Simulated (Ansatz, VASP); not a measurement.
## One calculation of Sb, two programs

INCAR

```
ALGO     = Normal         # electronic algorithm
EDIFF    = 1E-6           # SCF threshold, eV
ENCUT    = 520            # plane-wave cutoff, eV
ISIF     = 2              # what is computed and relaxed
ISMEAR   = 0              # smearing method
LASPH    = True           # aspherical terms in the spheres
LCHARG   = False          # write CHGCAR
LREAL    = False          # projectors in reciprocal space
LWAVE    = False          # write WAVECAR
NBANDS   = 12             # bands
NELM     = 60             # most SCF steps
PREC     = Accurate       # precision mode
SIGMA    = 0.15           # smearing width, eV
```

The input KPOINTS:

```
k-points
0
Gamma
  15 15 15
```

Contents of POSCAR:

```
Sb
1.0
    2.2112122554      1.2766439909      3.5415582692
   -2.2112122554      1.2766439909      3.5415582692
    0.0000000000     -2.5532879817      3.5415582692
Sb
2
Direct
    0.2336400000      0.2336400000      0.2336400000
    0.7663600000      0.7663600000      0.7663600000
```

Input for Ansatz:

```yaml
crystal:
  lattice:
    - [2.2112122554, 1.2766439909, 3.5415582692]
    - [-2.2112122554, 1.2766439909, 3.5415582692]
    - [0.0, -2.5532879817, 3.5415582692]
  atoms:
    - { symbol: Sb, position: [0.23364, 0.23364, 0.23364] }
    - { symbol: Sb, position: [0.76636, 0.76636, 0.76636] }
basis:
  ecutwfc: 420
kpoints:
  mp_grid: { grid: [15, 15, 15] }
hamiltonian:
  xc: lda
scf:
  occupations: { method: gaussian, width: 0.15 }
output:
  forces: true
  stress: true
  eigenvalues: true
```

Alike in both runs: task single point; functional LDA; k mesh 15 × 15 × 15; occupations gaussian, width 0.15 eV; no spin polarisation.

|  | VASP | Ansatz |
| --- | --- | --- |
| version | VASP 6.6.1 | Ansatz 0.2.0 |
| potentials or method | VASP PAW LDA potentials, release 64 (Sb) | scalar-relativistic, plane waves, PAW |
| plane-wave cutoff (eV) | 520 | 420 |
| valence electrons in the cell | 10 | 30 |

|  | VASP | Ansatz | Ansatz less VASP |
| --- | --- | --- | --- |
| gap on the k mesh at the Fermi level (eV) | none | none | - |
| pressure (GPa) | -1.3 | -1.5 | -0.25 |
| largest component of the traceless stress (GPa) | 1.96 | 2.06 | +0.104 |
| rms of the force components (eV/Å) | 0.141 | 0.109 | -0.0314 |

Atom by atom the forces differ by 0.031 eV/Å (rms over components). A gap of «none» marks a metal or a gap that the smearing closes. The two sets of potentials don't hold the same shells in valence.

The runs have no spin-orbit coupling, so splittings on Sb are missing.
